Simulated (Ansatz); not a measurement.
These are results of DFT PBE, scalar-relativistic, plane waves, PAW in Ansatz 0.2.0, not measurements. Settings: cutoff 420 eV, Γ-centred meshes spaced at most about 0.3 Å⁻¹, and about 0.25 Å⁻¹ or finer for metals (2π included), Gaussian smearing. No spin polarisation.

Each guess is relaxed in cell and atoms at zero pressure, on a coarse mesh first where it starts far from rest and then on a converged one. The steps can't lower the symmetry of the start, but it can rise. Energies are static (0 K, no zero-point motion).

Two unrelaxed guesses for InGa₃As₄:

A.

```
CELL_PARAMETERS angstrom
3.96745 0.00000 0.00000
0.00000 3.96745 0.00000
0.00000 0.00000 11.22165
ATOMIC_POSITIONS crystal
In 0.50000 0.50000 0.00000
Ga 0.00000 0.00000 0.75000
Ga 0.00000 0.00000 0.25000
Ga 0.50000 0.50000 0.50000
As 0.50000 0.00000 0.12500
As 0.00000 0.50000 0.37500
As 0.50000 0.00000 0.62500
As 0.00000 0.50000 0.87500
```

B.

```
CELL_PARAMETERS angstrom
3.96745 0.00000 0.00000
0.00000 3.96745 0.00000
0.00000 0.00000 11.22165
ATOMIC_POSITIONS crystal
In 0.00000 0.00000 0.00000
Ga 0.50000 0.50000 0.25000
Ga 0.00000 0.00000 0.50000
Ga 0.50000 0.50000 0.75000
As 0.50000 0.00000 0.37500
As 0.00000 0.50000 0.62500
As 0.50000 0.00000 0.87500
As 0.00000 0.50000 0.12500
```

Task: Where do they end, and which end is lower?

Result: Both fall into one structure. A: P-4m2 at 22.1 Å³/atom → P-4m2 at 25.1 Å³/atom; B: P-4m2 at 22.1 Å³/atom → P-4m2 at 25.1 Å³/atom. Conventional cell: a = 4.134 Å, c = 11.761 Å. In is surrounded by 4 As at 2.64 Å; Ga on a site of symmetry 2mm is surrounded by 4 As at 2.50–2.51 Å; Ga on a site of symmetry -4m2 is surrounded by 4 As at 2.51 Å; As on its first site is surrounded by 2 Ga at 2.50 Å and 2 In at 2.64 Å; 1 more site not described.

```cif
data_structure
_symmetry_space_group_name_H-M 'P 1'
_symmetry_Int_Tables_number 1
_cell_length_a 4.1341
_cell_length_b 4.1341
_cell_length_c 11.7605
_cell_angle_alpha 90.000
_cell_angle_beta 90.000
_cell_angle_gamma 90.000
_cell_volume 201.00
loop_
_atom_site_label
_atom_site_type_symbol
_atom_site_fract_x
_atom_site_fract_y
_atom_site_fract_z
_atom_site_occupancy
In1 In 0.50000 0.50000 0.00000 1
Ga1 Ga 0.00000 0.00000 0.74095 1
Ga2 Ga 0.00000 0.00000 0.25905 1
Ga3 Ga 0.50000 0.50000 0.50000 1
As1 As 0.50000 0.00000 0.13971 1
As2 As 0.00000 0.50000 0.37959 1
As3 As 0.50000 0.00000 0.62041 1
As4 As 0.00000 0.50000 0.86029 1
```

Ends held by symmetry can be saddle points. This end isn't the lowest form computed: that has In and Ga ordered on zinc blende sites, space group I-42m (No. 121) and lies 4 meV/atom below it. Some types were kept out of the candidates beforehand, so the set may lack a known form.
